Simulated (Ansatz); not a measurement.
The system is Au.

```
CELL_PARAMETERS angstrom
2.81549 0.00000 0.00000
-0.01296 2.82018 0.00000
-1.13789 -1.18541 4.92401
ATOMIC_POSITIONS crystal
Au 0.67286 0.66596 0.27405
Au 0.32714 0.33404 0.72594
```

This isn't the form of Au at room conditions, which is fcc.

Base run:

| Quantity | Value |
| --- | --- |
| Program | Ansatz 0.2.0 |
| Functional | PBEsol |
| Potentials or basis | all-electron LAPW, relativistic spinors |
| Cutoff | 280 eV |
| Density cutoff | 1121 eV |
| Basis error allowed | 0.001 eV/atom |
| k mesh | 8 × 8 × 4 |
| Occupations | fermi-dirac, width 0.05 eV |
| Spin | spin-orbit coupling, no magnetisation |

Its results: pressure -9.6 GPa; largest force 0.171 eV/Å.

Q: The run is repeated on the same cell with these changes: potentials or basis from all-electron LAPW, relativistic spinors to all-electron LAPW, scalar-relativistic; spin from spin-orbit coupling, no magnetisation to no spin polarisation. What comes out?

A: Pressure -8.3 GPa; largest force 0.153 eV/Å.

Caveats: the k mesh is thin for a metal, which can move the energy by tens of meV per atom.

Not every run made on this cell is shown here.
